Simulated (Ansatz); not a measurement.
## As in Ansatz: the effect of functional

As:

```
CELL_PARAMETERS angstrom
1.84240 1.06371 3.44233
-1.84240 1.06371 3.44233
0.00000 -2.12742 3.44233
ATOMIC_POSITIONS crystal
As 0.22600 0.22600 0.22600
As 0.77400 0.77400 0.77400
```

The cell isn't the ideal one: volume scaled by 0.94.

Alike in all runs:

| Property | Result |
| --- | --- |
| Program | Ansatz 0.2.0 |
| Task | single point |
| Potentials or basis | Ansatz PAW |
| k mesh | 9 × 9 × 9 |
| Occupations | fermi-dirac, width 0.05 eV |
| Spin | no spin polarisation |

```csv
functional,cutoff,pressure (GPa),largest force (eV/Å)
LDA,420 eV (not typed: the program's choice for these potentials),3.9,0.70
r2SCAN,500 eV (not typed: the program's choice for these potentials),7.6,0.59
PBE,420 eV (not typed: the program's choice for these potentials),?,?
```

Question: What does the run with functional PBE give?

Answer: Pressure 9.5 GPa; largest force 0.89 eV/Å.

Caveats: the PAW data sets come from PBE, with cores solved anew for the run's functional, which leaves a small shift of forces and pressure (some runs).
